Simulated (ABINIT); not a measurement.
# ZnO (zincite) (P6_3mc) in ABINIT: further runs

Runs on ZnO (zincite). Level: LDA. Tasks: single point.

All numbers are computed with ABINIT 10.8.3 (patched build); they aren't measurements. Logs are shortened: lines on timing, memory, paths and dates and some standing lists are left out, and cuts for length are marked. The log counts tension as positive stress, the text compression.

**What was measured.**

From “Electronic structure of alkaline earth and post-transition metal oxides”, 2009, arxiv:0908.1581, for a bulk crystal of ZnO: band gap 3.37 eV.

How close the calculation comes is told below.

**1. The crystal as given**

The structure is hexagonal, space group P6_3mc (No. 186). The conventional cell has a = 3.249 Å, b = 3.249 Å, c = 5.206 Å, α = 90.00°, β = 90.00°, γ = 120.00°. Around Zn (site symmetry 3m) lie 4 O at 1.97 to 1.98 Å. O (site symmetry 3m) is surrounded by 4 Zn at 1.97 to 1.98 Å.

**2. Single point, LDA**

Contents of run.abi:

```
pp_dirpath "./"
pseudos "Zn.LDA_PW-JTH.xml, O.LDA_PW-JTH.xml"

acell 6.1403022146 6.1403022145 9.8373642945
rprim
     1.0000000000     0.0000000000     0.0000000000
    -0.5000000000     0.8660254038     0.0000000000
     0.0000000000     0.0000000000     1.0000000000
ntypat 2
znucl 30 8
natom 4
typat 1 1 2 2
xred
     0.6666666667     0.3333333333     0.0000000000
     0.3333333333     0.6666666667     0.5000000000
     0.3333333333     0.6666666667     0.8790100000
     0.6666666667     0.3333333333     0.3790100000

ecut 489.804952 eV
pawecutdg 36.0

kptopt 1
ngkpt 7 7 4
nshiftk 1
shiftk 0.0 0.0 0.0

ixc 7

nband 22
occopt 3
tsmear 0.05 eV

nstep 100
tolvrs 1.0e-9

iomode 3
prtwf 0
prteig 0
prtebands 0
enunit 2
prtden 1
prtvha 1
prtvclmb 1
prtpot 1
```

Potentials or basis: JTH PAW LDA v2.0.

Started as:

```
$ abinit run.abi > log 2>&1
```

run.abo:

```text
.Version 10.8.3 of ABINIT
 Symmetries : space group P6_3 m c (#186); Bravais hP (primitive hexag.)
================================================================================
 Values of the parameters that define the memory need of the present run
     intxc =       0    ionmov =       0      iscf =      17    lmnmax =      18
     lnmax =       6     mgfft =      40  mpssoang =       3    mqgrid =    3001
     natom =       4  nloc_mem =       2    nspden =       1   nspinor =       1
    nsppol =       1      nsym =      12    n1xccc =       1    ntypat =       2
    occopt =       3   xclevel =       1
       mpw =        1181          nfft =       23040          nkpt =          24
 PAW method is used; the additional fine FFT grid is defined by:
   mgfftf=        54    nfftf =     69984
================================================================================
================================================================================

--------------------------------------------------------------------------------
------------- Echo of variables that govern the present computation ------------
--------------------------------------------------------------------------------
 -outvars: echo values of preprocessed input variables --------
            acell      6.1403022146E+00  6.1403022145E+00  9.8373642945E+00 Bohr
              amu      6.53900000E+01  1.59994000E+01
             ecut      1.80000000E+01 Hartree
           enunit           2
              ixc           7
         kptrlatt        7    0    0      0    7    0      0    0    4
          kptrlen      3.93494572E+01
            natom           4
            nband          22
            ngfft          24      24      40
          ngfftdg          36      36      54
             nkpt          24
            nstep         100
             nsym          12
           ntypat           2
           occopt           3
        pawecutdg      3.60000000E+01 Hartree
        prtebands           0
           prteig           0
           prtpot           1
         prtvclmb           1
           prtvha           1
            prtwf           0
            rprim      1.0000000000E+00  0.0000000000E+00  0.0000000000E+00
                      -5.0000000000E-01  8.6602540380E-01  0.0000000000E+00
                       0.0000000000E+00  0.0000000000E+00  1.0000000000E+00
          spgroup         186
           tolvrs      1.00000000E-09
           tsmear      1.83746611E-03 Hartree
            typat      1  1  2  2
           useylm           1
           xangst      1.6246539989E+00  9.3799442361E-01 -5.7794979874E-16
                       1.7639212611E-11  1.8759888472E+00  2.6028544982E+00
                       1.7639212611E-11  1.8759888472E+00  4.5758702650E+00
                       1.6246539989E+00  9.3799442361E-01  1.9730157668E+00
            xcart      3.0701511073E+00  1.7725525683E+00 -1.0921668341E-15
                       3.3333280911E-11  3.5451051365E+00  4.9186821472E+00
                       3.3333280911E-11  3.5451051365E+00  8.6471415885E+00
                       3.0701511073E+00  1.7725525683E+00  3.7284594413E+00
             xred      6.6666666667E-01  3.3333333333E-01 -1.1102230246E-16
                       3.3333333333E-01  6.6666666667E-01  5.0000000000E-01
                       3.3333333333E-01  6.6666666667E-01  8.7901000000E-01
                       6.6666666667E-01  3.3333333333E-01  3.7901000000E-01
            znucl       30.00000    8.00000

================================================================================

 chkinp: Checking input parameters for consistency.

================================================================================
== DATASET  1 ==================================================================

--- !DatasetInfo
iteration_state: {dtset: 1, }
dimensions: {natom: 4, nkpt: 24, mband: 22, nsppol: 1, nspinor: 1, nspden: 1, mpw: 1181, }
cutoff_energies: {ecut:  18.0, pawecutdg:  36.0, }
electrons: {nelect:   3.60000000E+01, charge:   0.00000000E+00, occopt:   3.00000000E+00, tsmear:   1.83746611E-03, }
meta: {optdriver: 0, ionmov: 0, optcell: 0, iscf: 17, paral_kgb: 0, }
...

 Exchange-correlation functional for the present dataset will be:
  LDA: Perdew-Wang 92 LSD fit to Ceperley-Alder data - ixc=7
  J.P.Perdew and Y.Wang, PRB 45, 13244 (1992)

 Real(R)+Recip(G) space primitive vectors, cartesian coordinates (Bohr,Bohr^-1):
 R(1)=  6.1403022  0.0000000  0.0000000  G(1)=  0.1628584  0.0940264  0.0000000
 R(2)= -3.0701511  5.3176577  0.0000000  G(2)=  0.0000000  0.1880527  0.0000000
 R(3)=  0.0000000  0.0000000  9.8373643  G(3)=  0.0000000  0.0000000  0.1016532
 Unit cell volume ucvol=  3.2120987E+02 bohr^3
 Angles (23,13,12)=  9.00000000E+01  9.00000000E+01  1.20000000E+02 degrees

 Coarse grid specifications (used for wave-functions):

 getcut: wavevector=  0.0000  0.0000  0.0000  ngfft=  24  24  40
         ecut(hartree)=     18.000   => boxcut(ratio)=   2.04654

 Fine grid specifications (used for densities):

 getcut: wavevector=  0.0000  0.0000  0.0000  ngfft=  36  36  54
         ecut(hartree)=     36.000   => boxcut(ratio)=   2.03235

--- Pseudopotential description ------------------------------------------------
- pspini: atom type   1  psp file is ./Zn.LDA_PW-JTH.xml
 Pseudopotential format is: paw10
 basis_size (lnmax)=  6 (lmn_size= 18), orbitals=   0   0   1   1   2   2
 Spheres core radius: rc_sph= 2.30769763
 Shapefunction is SIN type: shapef(r)=[sin(pi*r/rshp)/(pi*r/rshp)]**2
[... 88 lines left out ...]
lattice_vectors:
- [  6.1403022,   0.0000000,   0.0000000, ]
- [ -3.0701511,   5.3176577,   0.0000000, ]
- [  0.0000000,   0.0000000,   9.8373643, ]
lattice_lengths: [   6.14030,    6.14030,    9.83736, ]
lattice_angles: [ 90.000,  90.000, 120.000, ] # degrees, (23, 13, 12)
lattice_volume:   3.2120987E+02
convergence: {deltae:  2.814E-12, res2:  6.387E-11, residm:  1.406E-09, diffor: null, }
etotal    :  -1.61395359E+02
entropy   :   0.00000000E+00
fermie    :   2.28295884E-01
cartesian_stress_tensor: # hartree/bohr^3
- [  3.53302596E-04,  -8.13046097E-14,   0.00000000E+00, ]
- [ -8.13046097E-14,   3.53302596E-04,   0.00000000E+00, ]
- [  0.00000000E+00,   0.00000000E+00,   2.92533437E-04, ]
pressure_GPa:  -9.7986E+00
xred      :
- [  6.6667E-01,   3.3333E-01,  -1.1102E-16, Zn]
- [  3.3333E-01,   6.6667E-01,   5.0000E-01, Zn]
- [  3.3333E-01,   6.6667E-01,   8.7901E-01,  O]
- [  6.6667E-01,   3.3333E-01,   3.7901E-01,  O]
cartesian_forces: # hartree/bohr
- [  4.38519983E-29,   7.59538891E-29,  -1.01888913E-03, ]
- [ -1.31555995E-28,  -6.32949076E-28,  -1.01888913E-03, ]
- [  2.19259992E-28,   1.77225741E-28,   1.01888913E-03, ]
- [ -1.31555995E-28,   3.79769445E-28,   1.01888913E-03, ]
force_length_stats: {min:   1.01888913E-03, max:   1.01888913E-03, mean:   1.01888913E-03, }
...

 Integrated electronic density in atomic spheres:
 ------------------------------------------------
 Atom  Sphere_radius  Integrated_density
    1        2.30770         10.91516061
    2        2.30770         10.91516061
    3        1.41465          4.52059354
    4        1.41465          4.52059354

================================================================================

 ----iterations are completed or convergence reached----

 Mean square residual over all n,k,spin=   29.088E-13; max=  14.058E-10
 reduced coordinates (array xred) for    4 atoms
       0.666666666667      0.333333333333     -0.000000000000
       0.333333333333      0.666666666667      0.500000000000
       0.333333333333      0.666666666667      0.879010000000
       0.666666666667      0.333333333333      0.379010000000
 rms dE/dt=  5.7893E-03; max dE/dt=  9.7338E-03; dE/dt below (all hartree)
    1       0.000000000000      0.000000000000      0.009733781630
    2       0.000000000000      0.000000000000      0.009733781630
    3      -0.000000000000      0.000000000000     -0.010312585502
    4       0.000000000000     -0.000000000000     -0.010312585502

 cartesian coordinates (angstrom) at end:
    1      1.62465399891841     0.93799442361203    -0.00000000000000
    2      0.00000000001764     1.87598884722406     2.60285449823433
    3      0.00000000001764     1.87598884722406     4.57587026498591
    4      1.62465399891841     0.93799442361203     1.97301576675158

 cartesian forces (hartree/bohr) at end:
    1      0.00000000000000     0.00000000000000    -0.00101888913186
    2     -0.00000000000000    -0.00000000000000    -0.00101888913186
    3      0.00000000000000     0.00000000000000     0.00101888913186
    4     -0.00000000000000     0.00000000000000     0.00101888913186
 frms,max,avg= 5.8825591E-04 1.0188891E-03   0.000E+00  0.000E+00  2.942E-05 h/b

 cartesian forces (eV/Angstrom) at end:
    1      0.00000000000000     0.00000000000000    -0.05239338572472
    2     -0.00000000000000    -0.00000000000000    -0.05239338572472
    3      0.00000000000000     0.00000000000000     0.05239338572472
    4     -0.00000000000000     0.00000000000000     0.05239338572472
 frms,max,avg= 3.0249335E-02 5.2393386E-02   0.000E+00  0.000E+00  1.513E-03 e/A
 length scales=  6.140302214600  6.140302214500  9.837364294500 bohr
              =  3.249307997819  3.249307997766  5.205708996469 angstroms
 Fermi (or HOMO) energy (hartree) =   0.22830   Average Vxc (hartree)=  -0.39232
 Eigenvalues (hartree) for nkpt=  24  k points:
 kpt#   1, nband= 22, wtk=  0.00510, kpt=  0.0000  0.0000  0.0000 (reduced coord)
  -0.44077   -0.41228    0.00196    0.00196    0.00332    0.00484    0.00913    0.00913
   0.04461    0.04461    0.05264    0.05264    0.06289    0.18393    0.18393    0.21139
   0.21406    0.21406    0.24045    0.39985    0.51243    0.67808
      occupation numbers for kpt#   1
   2.00000    2.00000    2.00000    2.00000    2.00000    2.00000    2.00000    2.00000
   2.00000    2.00000    2.00000    2.00000    2.00000    2.00000    2.00000    1.99980
   1.99914    1.99914    0.00268    0.00000    0.00000    0.00000
 prteigrs : prtvol=0 or 1, do not print more k-points.

 Fermi (or HOMO) energy (eV) =   6.21225   Average Vxc (eV)= -10.67562
 Eigenvalues (   eV  ) for nkpt=  24  k points:
 kpt#   1, nband= 22, wtk=  0.00510, kpt=  0.0000  0.0000  0.0000 (reduced coord)
 -11.99401  -11.21876    0.05339    0.05339    0.09043    0.13179    0.24852    0.24852
   1.21392    1.21392    1.43235    1.43235    1.71126    5.00500    5.00500    5.75211
   5.82483    5.82483    6.54289   10.88053   13.94387   18.45154
 prteigrs : prtvol=0 or 1, do not print more k-points.

--- !EnergyTerms
iteration_state     : {dtset: 1, }
comment             : Components of total free energy in Hartree
kinetic             :  2.83221566659567E+01
hartree             :  4.02554781467357E+01
xc                  : -9.24069080047783E+00
Ewald energy        : -1.08873348761967E+02
psp_core            :  2.66397992593092E+00
local_psp           : -1.48791944928331E+02
PAW spherical_terms :  3.42690138383752E+01
internal            : -1.61395355913777E+02
'-kT*entropy'       : -4.35048379235222E-07
total_energy        : -1.61395356348825E+02
total_energy_eV     : -4.39179137991562E+03
...

--- !EnergyTermsDC
iteration_state     : {dtset: 1, }
comment             : '"Double-counting" decomposition of free energy'
band_energy         :  5.32033053558742E-01
Ewald energy        : -1.08873348761967E+02
psp_core            :  2.66397992593092E+00
xc_dc               : -3.76961508777897E+01
PAW spherical_terms : -1.80218721523949E+01
internal            : -1.61395358812662E+02
'-kT*entropy'       : -4.35048379235222E-07
total_energy_dc     : -1.61395359247710E+02
total_energy_dc_eV  : -4.39179145879830E+03
...

--- !EnergyTermsWithPAWCore
iteration_state     : {dtset: 1, }
comment             : 'Components of total free energy, including PAW core contributions'
Total energy        : -3.73646655464046E+03
Total energy DC     : -3.73646655753934E+03
Total energy (eV)   : -1.01674434613511E+05
Total energy DC (eV): -1.01674434692394E+05
...

 Cartesian components of stress tensor (hartree/bohr^3)
  sigma(1 1)=  3.53302596E-04  sigma(3 2)=  0.00000000E+00
  sigma(2 2)=  3.53302596E-04  sigma(3 1)=  0.00000000E+00
  sigma(3 3)=  2.92533437E-04  sigma(2 1)= -8.13046097E-14

-Cartesian components of stress tensor (GPa)         [Pressure= -9.7986E+00 GPa]
- sigma(1 1)=  1.03945212E+01  sigma(3 2)=  0.00000000E+00
- sigma(2 2)=  1.03945212E+01  sigma(3 1)=  0.00000000E+00
- sigma(3 3)=  8.60663087E+00  sigma(2 1)= -2.39206420E-09

== END DATASET(S) ==============================================================
================================================================================

 -outvars: echo values of variables after computation  --------
            acell      6.1403022146E+00  6.1403022145E+00  9.8373642945E+00 Bohr
           etotal     -1.6139535925E+02
            fcart      4.3851998306E-29  7.5953889080E-29 -1.0188891319E-03
                      -1.3155599492E-28 -6.3294907567E-28 -1.0188891319E-03
                       2.1925999153E-28  1.7722574118E-28  1.0188891319E-03
                      -1.3155599492E-28  3.7976944540E-28  1.0188891319E-03
            rprim      1.0000000000E+00  0.0000000000E+00  0.0000000000E+00
                      -5.0000000000E-01  8.6602540380E-01  0.0000000000E+00
                       0.0000000000E+00  0.0000000000E+00  1.0000000000E+00
           strten      3.5330259559E-04  3.5330259556E-04  2.9253343746E-04
                       0.0000000000E+00  0.0000000000E+00 -8.1304609698E-14
           xangst      1.6246539989E+00  9.3799442361E-01 -5.7794979874E-16
                       1.7639212611E-11  1.8759888472E+00  2.6028544982E+00
                       1.7639212611E-11  1.8759888472E+00  4.5758702650E+00
                       1.6246539989E+00  9.3799442361E-01  1.9730157668E+00
             xred      6.6666666667E-01  3.3333333333E-01 -1.1102230246E-16
                       3.3333333333E-01  6.6666666667E-01  5.0000000000E-01
                       3.3333333333E-01  6.6666666667E-01  8.7901000000E-01
                       6.6666666667E-01  3.3333333333E-01  3.7901000000E-01
 Calculation completed.
```

It took 84 s on 1 thread of Arm Neoverse V1, shared host; peak memory 0.09 GiB.

Results:

```
Free energy                                           : -4391.7915 eV
Largest force                                         : 0.052 eV/Å
Band gap on the k mesh                                : 0.72 eV, direct
Valence electrons inside the program's atomic spheres : Zn 10.92; O 4.52
```

Forces in eV/Å, atoms in the order of the input:
```
Zn   0.000  0.000 -0.052
Zn   0.000  0.000 -0.052
O    0.000  0.000  0.052
O    0.000  0.000  0.052
```

Caveat: the cutoff is too short for stress, so the log's stress isn't used.

**3. Single point, LDA**

Contents of run.abi:

```
# Pseudopotentials
pp_dirpath "./"
pseudos "Zn.upf, O.upf"

# Structure
acell 3.249308 3.249308 5.205709 Angstrom
rprim
     1.0000000000     0.0000000000     0.0000000000
    -0.5000000000     0.8660254038     0.0000000000
     0.0000000000     0.0000000000     1.0000000000
ntypat 2
znucl 30 8
natom 4
typat 1 1 2 2
xred
     0.6666666667     0.3333333333     0.0000000000
     0.3333333333     0.6666666667     0.5000000000
     0.3333333333     0.6666666667     0.8790100000
     0.6666666667     0.3333333333     0.3790100000

# Plane-wave basis
ecut 36.0

# k points
kptopt 1
ngkpt 7 7 4
nshiftk 1
shiftk 0.0 0.0 0.0

# Exchange and correlation
ixc 7

# Bands and occupations
nband 32
occopt 3
tsmear 0.05 eV

# SCF cycle
nstep 100
tolvrs 1.0e-10

# Output
iomode 3
prtwf 0
prtden 0
prteig 0
prtebands 0
enunit 2
prtvol 2
```

Potentials or basis: PseudoDojo NC SR LDA v0.4.1 standard.

Started as:

```
$ abinit run.abi > log 2>&1
```

Run time: 71 s. Hardware: 1 thread of Intel Xeon 6975P-C (Granite Rapids), shared host; peak memory 0.1 GiB.

It converged, with:

```yaml
Free_energy: -12270.0208 eV
Largest_force: 0.052 eV/Å
Band_gap_on_the_k_mesh: 0.79 eV, direct
Valence_electrons_inside_the_program's_atomic_spheres: Zn 18.17; O 6.21
```

Forces in eV/Å, atoms in the order of the input:
```
Zn   0.000  0.000 -0.052
Zn   0.000  0.000 -0.052
O    0.000  0.000  0.052
O    0.000  0.000  0.052
```

Levels at points of the mesh, in eV from the valence-band top:
```csv
k point,band 24,band 25,band 26,band 27,band 28,band 29
"(0.00, 0.00, 0.00)",-0.07,0.00,0.00,0.79,5.13,8.15
"(0.00, 0.00, 0.50)",-0.40,-0.40,-0.40,3.43,3.43,9.98
```

Caveat: the cutoff is too short for stress, so the log's stress isn't used.

**4. Comparison with measurements**

Step 2. Measured gap of ZnO: 3.37 eV (quoted in “Electronic structure of alkaline earth and post-transition metal oxides”, 2009, arxiv:0908.1581). This calculation gives 0.72 eV (-2.65 eV). So large a miss can be the level of theory's own, or it may mean another phase, state or a wrong row. The value is that of LDA, without temperature or zero-point motion. Semilocal functionals fall short of measured gaps as a rule.

Step 3. Measured gap of ZnO: 3.37 eV (quoted in “Electronic structure of alkaline earth and post-transition metal oxides”, 2009, arxiv:0908.1581). This calculation gives 0.79 eV (-2.58 eV). So large a miss can be the level of theory's own, or it may mean another phase, state or a wrong row. The value is that of LDA, without temperature or zero-point motion. Semilocal functionals fall short of measured gaps as a rule.
